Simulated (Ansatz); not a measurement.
A plane-wave DFT run in Ansatz 0.2.0 (scalar-relativistic PAW potentials unless the input names others): input and command.

```yaml
crystal:
  lattice:
    - [3.3709237865, 0.0, 0.0]
    - [-1.6854618933, 2.9193056333, 0.0]
    - [0.0, 0.0, 4.2902310916]
  atoms:
    - { symbol: Al, position: [0.3333333333, 0.6666666667, 0.75] }
    - { symbol: Al, position: [0.6666666667, 0.3333333333, 0.25] }
    - { symbol: "N", position: [0.3333333333, 0.6666666667, 0.25] }
    - { symbol: "N", position: [0.6666666667, 0.3333333333, 0.75] }
basis:
  ecutwfc: 420
  xc_grid: 1
kpoints:
  mp_grid: { grid: [9, 9, 6] }
hamiltonian:
  xc: pbe
scf:
  occupations: { method: gaussian, width: 0.02 }
  mixing: { preconditioner: kerker }
  lower_state_search: full
output:
  forces: true
  eigenvalues: true
  stress: true
relax:
  adjacent_minimum: "off"
  f_tol: 0.01
  max_steps: 30
  cell: { stress_tol: 0.1, fix: [volume] }
```

```bash
ansatz run input.yaml --threads 1 --pin off --max-ram 2560MiB --backend cpu --events-out ev --progress --plain --runs-dir out
```

Abridged log:
```
the run goes by scf.lower_state_search full: where its kind and settings allow, a search for a lower-energy state can add stability tests and further SCF calculations, which can take many times as long as the SCF (see the manual's entry of the key); standard usually adds fewer, off none
Pseudopotentials: kind: paw
Pseudopotential: Al, paw, valence charge 3, recommended cutoff 420 eV (normal)
Pseudopotential: N, paw, valence charge 5, recommended cutoff 420 eV (normal)
Functional definition: PBE
Crystal: 4 atoms, lattice volume = 42.219 Å³
Basis set: ecut = 420 eV, 855 PW (Γ)
Bands: 12, of which v1, the nominal top of the filled ones, is band 8 counted from 1 (7 counted from 0)
Symmetry: 24 space group operations
Space group: P63/mmc (ITA 194), of the structure as read, at distance tolerance 3.5e-5 Å
k-points: 48 of 486
Initial density: superposition of atomic densities (neutral atoms: chi_scale 0, normalization atom), corrected by the library's trained network
Initial wavefunctions: pseudopotential atomic-orbital guess
Functional: x = pbe(κ = 0.804, μ = 0.21951497), c = pbe(β = 0.06672455)
SCF iter   1: F=—  HF=-1847.972460 eV  |F-HF|=—  |Δ(HF+E_count)|=         —  Δρ=2.17e-3  dr2=1.57e-3  ethr=1.77e-3  ⟨swp⟩=6.4  Hψ=3824  notcnv=0
SCF iter   2: F=—  HF=-1847.972456 eV  |F-HF|=—  |Δ(HF+E_count)|=   4.19e-6  Δρ=7.97e-4  dr2=1.70e-4  ethr=9.79e-6  ⟨swp⟩=2.5  Hψ=1371  notcnv=0
SCF iter   3: F=—  HF=-1847.972570 eV  |F-HF|=—  |Δ(HF+E_count)|=   1.14e-4  Δρ=3.10e-4  dr2=2.96e-5  ethr=1.06e-6  ⟨swp⟩=2.0  Hψ=875  notcnv=0
SCF iter   4: F=—  HF=-1847.972595 eV  |F-HF|=—  |Δ(HF+E_count)|=   2.49e-5  Δρ=5.36e-5  dr2=1.56e-6  ethr=1.85e-7  ⟨swp⟩=2.8  Hψ=986  notcnv=0
SCF iter   5: F=-1847.972596 eV  HF=-1847.972596 eV  |F-HF|=1.82e-8  |Δ(HF+E_count)|=   1.32e-6  Δρ=1.09e-5  dr2=5.24e-8  ethr=9.76e-9  ⟨swp⟩=2.5  Hψ=964  notcnv=0
SCF iter   6: F=-1847.972596 eV  HF=-1847.972596 eV  |F-HF|=4.59e-11  |Δ(HF+E_count)|=   2.42e-8  Δρ=2.59e-6  dr2=3.44e-9  ethr=3.27e-10  ⟨swp⟩=1.9  Hψ=1957  notcnv=0
SCF 1 converged in 6 iterations: F = -1847.972596 eV  dr2 = 3.44e-9
relax step   1: F+E_penalty+E_count = -1847.97259607 eV  Δ(F+E_penalty+E_count) = +0.000e0 eV  max|allowed force component| = 1.434e-16 eV/Å  Δτ_max = 0.0000 Å  P = -10.557 GPa  Ω = 42.219 Å³  fix = [volume]  reactions: volume -10.557 GPa (6 SCF iters, dr2 threshold 1.00e-7 eV, accepted)
Initial density: handed on by an earlier stage of this run
Initial wavefunctions: those handed on with the density
SCF iter   1: F=—  HF=-1847.972891 eV  |F-HF|=—  |Δ(HF+E_count)|=         —  Δρ=1.72e-4  dr2=9.05e-6  ethr=3.42e-8  ⟨swp⟩=2.1  Hψ=3910  notcnv=0
SCF iter   2: F=—  HF=-1847.972889 eV  |F-HF|=—  |Δ(HF+E_count)|=   2.18e-6  Δρ=9.93e-5  dr2=3.20e-6  ethr=3.42e-8  ⟨swp⟩=1.0  Hψ=582  notcnv=0
   ...
SCF iter   2: F=—  HF=-1847.973925 eV  |F-HF|=—  |Δ(HF+E_count)|=   1.11e-4  Δρ=6.96e-4  dr2=1.61e-4  ethr=1.93e-6  ⟨swp⟩=1.0  Hψ=576  notcnv=0
SCF iter   3: F=—  HF=-1847.973869 eV  |F-HF|=—  |Δ(HF+E_count)|=   5.60e-5  Δρ=1.33e-4  dr2=6.29e-6  ethr=9.88e-7  ⟨swp⟩=2.0  Hψ=952  notcnv=0
SCF iter   4: F=—  HF=-1847.973868 eV  |F-HF|=—  |Δ(HF+E_count)|=   1.34e-6  Δρ=4.41e-5  dr2=4.78e-7  ethr=3.86e-8  ⟨swp⟩=2.9  Hψ=1037  notcnv=0
SCF iter   5: F=-1847.973868 eV  HF=-1847.973868 eV  |F-HF|=6.13e-9  |Δ(HF+E_count)|=   8.37e-8  Δρ=6.12e-6  dr2=1.30e-8  ethr=2.46e-9  ⟨swp⟩=4.2  Hψ=2218  notcnv=0
SCF 3 converged in 5 iterations: F = -1847.973868 eV  dr2 = 1.30e-8
relax step   3: F+E_penalty+E_count = -1847.97386762 eV  Δ(F+E_penalty+E_count) = -9.800e-4 eV  max|allowed force component| = 1.642e-16 eV/Å  Δτ_max = 0.0000 Å  P = -10.225 GPa  Ω = 42.219 Å³  energy of the carried Pulay correction = +7.669e-5 eV  fix = [volume]  reactions: volume -10.225 GPa (5 SCF iters, dr2 threshold 4.00e-7 eV, accepted)
Initial wavefunctions: pseudopotential atomic-orbital guess (no wavefunctions were taken with the density)
SCF iter   1: F=—  HF=-1847.973911 eV  |F-HF|=—  |Δ(HF+E_count)|=         —  Δρ=4.02e-5  dr2=7.05e-8  ethr=1.27e-8  ⟨swp⟩=3.1  Hψ=5545  notcnv=0
SCF iter   2: F=—  HF=-1847.973911 eV  |F-HF|=—  |Δ(HF+E_count)|=   3.48e-7  Δρ=2.15e-5  dr2=2.25e-8  ethr=4.40e-10  ⟨swp⟩=2.0  Hψ=951  notcnv=0
SCF iter   3: F=—  HF=-1847.973911 eV  |F-HF|=—  |Δ(HF+E_count)|=   1.41e-7  Δρ=1.25e-6  dr2=6.92e-10  ethr=1.41e-10  ⟨swp⟩=2.0  Hψ=960  notcnv=0
SCF iter   4: F=-1847.973911 eV  HF=-1847.973911 eV  |F-HF|=4.82e-11  |Δ(HF+E_count)|=  4.19e-10  Δρ=5.73e-7  dr2=1.16e-10  ethr=1.00e-12  ⟨swp⟩=4.0  Hψ=1938  notcnv=0
SCF 4 converged in 4 iterations: F = -1847.973911 eV  dr2 = 1.16e-10
SCF converged after 4 iterations
Free energy (F): -1847.973911 eV
Harris-Foulkes:  -1847.973911 eV  (|F-HF|=4.82e-11)
Internal energy: -1847.973911 eV  (E = F + TS)
E sigma→0 (E₀):  -1847.973911 eV
Fermi energy:    9.730551 eV
--- Forces (eV/Å), atoms counted from 1 ---
  atom   1  Al     0.00000000     0.00000000     0.00000000
  atom   2  Al     0.00000000     0.00000000     0.00000000
  atom   3  N      0.00000000     0.00000000     0.00000000
  atom   4  N      0.00000000     0.00000000     0.00000000
--- Stress (GPa, compression-positive) ---
      -10.243403       0.000000       0.000000
        0.000000     -10.243403       0.000000
        0.000000       0.000000     -10.191021
  P = ⅓ Tr σ = -10.2259 GPa (-102.259 kbar)
--- Relaxed structure (3 steps of the walk, 3 accepted, 1 SCFs on fresh bases) ---
  F+E_penalty+E_count = -1847.97391138 eV   max|allowed force component| = 1.110e-16 eV/Å   (the final SCF, on the basis selected at the relaxed cell)
  cell:  # Å, volume = 42.2191 Å³
    - [3.35889849, 0.0, 0.0]
    - [-1.67944924, 2.90889142, 0.0]
    - [0.0, 0.0, 4.32100525]
  atoms:
    - { symbol: Al, position: [0.33333333, 0.66666666, 0.75] }
    - { symbol: Al, position: [0.66666666, 0.33333333, 0.24999999] }
    - { symbol: N, position: [0.33333333, 0.66666666, 0.24999999] }
    - { symbol: N, position: [0.66666666, 0.33333333, 0.75] }
```

Apart from outputs and empty bands, the input differs from a reference run on usual settings in scf.mixing.preconditioner: not typed → "kerker"; basis.xc_grid: not typed → 1; scf.lower_state_search: not typed → "full". The reference, at the same start, ended its own course with pressure -10.22 GPa, largest force 0.000 eV/Å, gap on the mesh 2.76 eV. This run converged in 18 SCF iterations over all its steps (reference: 20) with an energy at zero smearing 0.10 meV/atom below the reference's, pressure -10.23 GPa, largest force 0.000 eV/Å, gap on the mesh 2.76 eV.

The run took 5.9 s on 1 thread of Arm Neoverse V1, with other jobs on the host, peak memory 0.3 GiB.